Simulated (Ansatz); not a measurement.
An Ansatz input:

```yaml
crystal:
  lattice:
    - [5.9536230696, 0.0, 0.0]
    - [-2.9768115348, 5.1559888228, 0.0]
    - [0.0, 0.0, 3.6233394192]
  atoms:
    - { symbol: La, position: [1.0, 0.0, 0.0], spin: 1.0 }
    - { symbol: La, position: [0.3333333333, 0.6666666667, 0.5], spin: 1.0 }
    - { symbol: La, position: [0.6666666667, 0.3333333333, 0.5], spin: 1.0 }
hamiltonian:
  xc: pbe
  pseudopotentials:
    kind: paw
    azcp:
      La: "pseudopotentials/La.paw.azcp"
basis:
  ecutwfc: 420
  fft_grid_basis: typed
kpoints:
  mp_grid: { grid: [8, 8, 12], shift: [0, 0, 0] }
magnetization:
  spin_polarized: true
scf:
  occupations: { method: fermi_dirac, width: 0.05 }
output:
  stress: true
```

Terminal output

```
Engine: ansatz 0.2.0, aarch64-unknown-linux-gnu
Pseudopotentials: kind: paw
Pseudopotential: La, paw, valence charge 11, recommended cutoff 420 eV (normal) 
Functional definition: PBE
  parameter kappa = 0.804
  parameter beta = 0.06672455060314922
  exchange = pbe_x(kappa = kappa, mu = beta*pi^2/3)
  correlation = pbe_c(beta = beta)
Crystal: 3 atoms, lattice volume = 111.225 Å³
Basis set: ecut = 420 eV, 2137 PW (Γ)
Bands: 22, of which v1, the nominal top of the filled ones, is band 17 counted from 1 (16 counted from 0)
Symmetry: 24 space group operations
Space group: P6/mmm (ITA 191), of the structure as read, at distance tolerance 4.8e-5 Å
Magnetic group: BNS 191.233 (UNI 1463), of the structure as read, at distance tolerance 4.8e-5 Å
k-points: 70 of 768
Non-local potential: La, projectors of the file, l = 0: 3, l = 1: 2, l = 2: 2, l = 3: 3
PAW form: soft (Blöchl's): semilocal exchange-correlation on the pseudo side does not see the compensation charge
PAW one-centre angular grid: La, 590 points (default); XC on 64 Gauss nodes
Initial density: superposition of atomic densities (chi_scale 0.1, normalization cell)
Starting moments: Σ|m| = 3 μB on 3 of 3 sites
Initial wavefunctions: pseudopotential atomic-orbital guess
Functional: x = pbe(κ = 0.804, μ = 0.2195149727645171), c = pbe(β = 0.06672455060314922)
iter 1 solved again at ethr=1.97e-3 eV; its pass at ethr=3.10e-3 eV (dr2=6.50e-1 eV) is discarded
SCF iter   1: F=—  HF=-18749.925732 eV  |F-HF|=—  |Δ(HF+E_count)|=         —  Δρ=2.09e-2 (↑2.09e-2 ↓1.17e-2)  dr2=6.59e-1  dr2_m=1.66e-1  M=0.937 μB ∫|m|=0.937 μB  β_m=0.30  ethr=1.97e-3  ⟨swp⟩=1.0  Hψ=20906  notcnv=0
Mixer restart at iter 1: flushing history
spin=Collinear: Kerker preconditioning applied to the charge; magnetization (m = ρ↑ − ρ↓) channel mixes plain (no charge-response kernel on spin).
SCF iter   2: F=—  HF=-18750.052095 eV  |F-HF|=—  |Δ(HF+E_count)|=   1.26e-1  Δρ=1.51e-2 (↑1.51e-2 ↓8.86e-3)  dr2=3.52e-1  dr2_m=9.12e-2  M=0.788 μB ∫|m|=0.788 μB  β_m=0.65  ethr=1.97e-3  ⟨swp⟩=3.6  Hψ=4194  notcnv=0
SCF iter   3: F=—  HF=-18750.202805 eV  |F-HF|=—  |Δ(HF+E_count)|=   1.51e-1  Δρ=1.73e-3 (↑1.73e-3 ↓1.60e-3)  dr2=4.89e-3  dr2_m=1.90e-3  M=0.276 μB ∫|m|=0.276 μB  β_m=0.82  ethr=1.07e-3  ⟨swp⟩=6.3  Hψ=8518  notcnv=0  defer=3
SCF iter   4: F=—  HF=-18750.210454 eV  |F-HF|=—  |Δ(HF+E_count)|=   7.65e-3  Δρ=5.74e-4 (↑5.70e-4 ↓5.74e-4)  dr2=4.72e-4  dr2_m=2.63e-4  M=0.114 μB ∫|m|=0.114 μB  β_m=0.90  ethr=1.48e-5  ⟨swp⟩=3.3  Hψ=7272  notcnv=0
SCF iter   5: F=—  HF=-18750.211474 eV  |F-HF|=—  |Δ(HF+E_count)|=   1.02e-3  Δρ=2.46e-4 (↑2.46e-4 ↓2.28e-4)  dr2=1.92e-5  dr2_m=5.28e-5  M=0.053 μB ∫|m|=0.055 μB  β_m=0.95  ethr=1.43e-6  ⟨swp⟩=2.5  Hψ=6181  notcnv=0
SCF iter   6: F=—  HF=-18750.211797 eV  |F-HF|=—  |Δ(HF+E_count)|=   3.23e-4  Δρ=8.78e-5 (↑8.78e-5 ↓8.45e-5)  dr2=2.82e-6  dr2_m=7.11e-6  M=0.016 μB ∫|m|=0.019 μB  β_m=0.97  ethr=5.82e-8  ⟨swp⟩=3.0  Hψ=6604  notcnv=0
SCF iter   7: F=—  HF=-18750.211843 eV  |F-HF|=—  |Δ(HF+E_count)|=   4.59e-5  Δρ=2.96e-5 (↑2.96e-5 ↓2.83e-5)  dr2=1.03e-6  dr2_m=7.38e-7  M=0.004 μB ∫|m|=0.006 μB  β_m=0.99  ethr=8.55e-9  ⟨swp⟩=3.0  Hψ=6218  notcnv=0
SCF iter   8: F=—  HF=-18750.211849 eV  |F-HF|=—  |Δ(HF+E_count)|=   5.52e-6  Δρ=8.07e-6 (↑7.52e-6 ↓8.07e-6)  dr2=1.06e-7  dr2_m=4.08e-8  M=0.001 μB ∫|m|=0.001 μB  β_m=0.99  ethr=3.12e-9  ⟨swp⟩=2.8  Hψ=5999  notcnv=0
SCF iter   9: F=—  HF=-18750.211849 eV  |F-HF|=—  |Δ(HF+E_count)|=   2.87e-7  Δρ=2.19e-6 (↑2.19e-6 ↓1.91e-6)  dr2=6.63e-9  dr2_m=3.35e-9  M=-0.000 μB ∫|m|=0.000 μB  β_m=1.00  ethr=3.21e-10  ⟨swp⟩=2.7  Hψ=5895  notcnv=0
SCF iter  10: F=—  HF=-18750.211849 eV  |F-HF|=—  |Δ(HF+E_count)|=   2.13e-8  Δρ=6.86e-7 (↑6.43e-7 ↓6.86e-7)  dr2=1.44e-10  dr2_m=4.09e-10  M=-0.000 μB ∫|m|=0.000 μB  β_m=1.00  ethr=2.01e-11  ⟨swp⟩=2.6  Hψ=5689  notcnv=0
SCF iter  11: F=—  HF=-18750.211849 eV  |F-HF|=—  |Δ(HF+E_count)|=   2.70e-9  Δρ=2.39e-7 (↑2.39e-7 ↓2.38e-7)  dr2=1.27e-11  dr2_m=5.59e-11  M=-0.000 μB ∫|m|=0.000 μB  β_m=1.00  ethr=1.00e-12  ⟨swp⟩=3.0  Hψ=6119  notcnv=0
SCF iter  12: F=-18750.211849 eV  HF=-18750.211849 eV  |F-HF|=3.64e-12  |Δ(HF+E_count)|=  4.51e-10  Δρ=5.47e-8 (↑4.59e-8 ↓5.47e-8)  dr2=1.92e-12  dr2_m=2.08e-12  M=-0.000 μB ∫|m|=0.000 μB  ethr=1.00e-12  ⟨swp⟩=1.0  Hψ=8964  notcnv=0
SCF 1 converged in 12 iterations: F = -18750.211849 eV  dr2 = 1.92e-12
WARN: the starting moments were not kept: the SCF closed with an absolute magnetisation of 1.0e-5 μB, where they sum to 3 μB in size (3 sites). That is at most 0.1 of that sum. Measured as dr2_m measures the in/out step, that magnetisation stands 3.3e-12 eV from none, at or under the dr2_threshold of 1.0e-7 eV: it is no larger than a step whose dr2_m would equal this threshold. The system may hold no moment; this SCF shows only that its start led to no more than that. To try another start: raise the starting moments (crystal.atoms[].spin, magnetization.per_species, magnetization.initial_magnetization, or on a non-collinear deck that types none of these the spinor_matrix: blocks that start its atoms; where the total moment is fixed, keep their sum and leave initial_magnetization as it is; typed ones take the place of any that the run laid by itself, positive ones on a crystal's lanthanoids without a Hubbard term where scf.initial_density.shell_occupations: [] is typed) or, if the notice of its spin-set hold's release reads "site moments contracting" or "site moments show no strong build", lengthen the hold (scf.mixing.spin_hold: { on: { confirm: 4 } }; for m-r²SCAN on two components see the key's manual first). Each may lead to a state that holds a moment. A second SCF, from the converged charge density, with the starting moments and any scf.initial_density.shell_occupations laid on it anew, would have followed, and was not run: the deck does not ask for one (magnetization.retry_lost_moments is false, the default). To let it run, set magnetization.retry_lost_moments: true and run the deck again, where that key's refused combinations let it; where memory then withholds it, that run's warning says so.
SCF converged after 12 iterations
Magnetization: -0.0000 μB (16.5000 up, 16.5000 down)
Absolute magnetization: 0.0000 μB (∫|ρ↑−ρ↓|, with the PAW one-centre terms)
Spin contamination: 0.0000 ħ² per cell (⟨S²⟩ above its minimum at these occupations)
Per-site moments (μB) at R_I (Å): [(-1.6556410319544636e-6, 1.49462751042), (-1.354557697787681e-7, 1.4178969262742198), (-1.3545576977876813e-7, 1.4178969262742198)]
Free energy (F): -18750.211849 eV
Harris-Foulkes:  -18750.211849 eV  (|F-HF|=3.64e-12)
Internal energy: -18750.174425 eV  (E = F + TS)
E sigma→0 (E₀):  -18750.193137 eV
Entropy (-TS):   -0.037424 eV (-12.475 meV/atom)
Fermi energy:    11.010865 eV
--- Per-component energies (eV) ---
  E_band       = -136.242978
  E_kinetic    = 578.980389
  E_local      = -1006.876332  (includes V_loc(G=0)·N_el)
  E_nonlocal   = 283.813290
  E_hartree    = 319.290107
  E_xc         = -417.837936
  E_vxc        = -442.526655  (∫ρ·V_xc dr)
  E_paw        = -16247.414068  (= ΣΔE_a)
  E_vpaw       = -188.213881  (= ΣTr[D̂ρ^β])
  E_aug_tail   = -0.000000  (compensation charges beyond the density's cutoff)
  E_ewald      = -2260.129875
  E_smearing   = -0.037424  (= −TS)
  E_closure    = 0.000000  (closes the sum)
  Σ components = -18750.211849   (vs F -18750.211849, Δ=0.00e0)
--- Stress (GPa, compression-positive) ---
       -0.001530       0.000000       0.000000
        0.000000      -0.001530      -0.000000
        0.000000      -0.000000      -0.073743
  P = ⅓ Tr σ = -0.0256 GPa (-0.256 kbar)
```
